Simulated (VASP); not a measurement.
Wanted: the native input for a VASP 6.6.1 run.

```
Task                   : single point
Functional             : PBEsol
Potentials or basis    : VASP PAW PBE potentials, release 64 (Mo_sv, S)
Cutoff                 : 520 eV
k mesh                 : 10 × 10 × 10
Occupations            : fermi-dirac, width 0.05 eV
Spin                   : no spin polarisation
Ladder                 : free
Further INCAR settings : ALGO = Normal; EDIFF = 1e-07; NBANDS = 20
```

The structure of MoS2 lies in POSCAR:

```
MoS2
1.0
    1.5800000000      0.9122134253      6.1500000000
   -1.5800000000      0.9122134253      6.1500000000
    0.0000000000     -1.8244268506      6.1500000000
Mo S
1 2
Direct
    0.0000000000      0.0000000000      0.0000000000
    0.4170000000      0.4170000000      0.4170000000
    0.2500000000      0.2500000000      0.2500000000
```

Measurements of this composition are mostly on another form, of space group No. 194.

One way to write it, as run:

INCAR

```
SYSTEM = MoS2
PREC     = Accurate       ! precision mode
ENCUT    = 520            ! plane-wave cutoff, eV
EDIFF    = 1E-7           ! SCF threshold, eV
ISMEAR   = -1             ! smearing method
SIGMA    = 0.05           ! smearing width, eV
LREAL    = .False.        ! projectors in reciprocal space
LASPH    = .True.         ! aspherical terms in the spheres
NELM     = 80             ! most SCF steps
ALGO     = Normal         ! electronic algorithm
ISIF     = 2              ! what is computed and relaxed
LWAVE    = .False.        ! write WAVECAR
LCHARG   = .False.        ! write CHGCAR
GGA      = PS             ! functional
NBANDS   = 20             ! bands
```

KPOINTS

```
Automatic mesh
0
Gamma
  10 10 10
  0 0 0
```

Potentials or basis: VASP PAW PBE potentials, release 64 (Mo_sv, S).

Launch:

```console
$ cat potpaw_PBE.64/Mo_sv/POTCAR potpaw_PBE.64/S/POTCAR > POTCAR
$ mpirun -np 1 vasp_std > vasp.out
```

It gave:

The pressure is 0.3 GPa. The largest force is 0.260 eV/Å and the band gap on the k mesh is 0.92 eV, indirect (least direct gap 1.96 eV).

Caveat: the PAW data sets were made with another functional, which shifts forces and pressure a little.

Run time: 3.7 min on 1 thread of AMD EPYC 9R45 (Zen 5), on a shared host, peak memory 0.35 GiB.
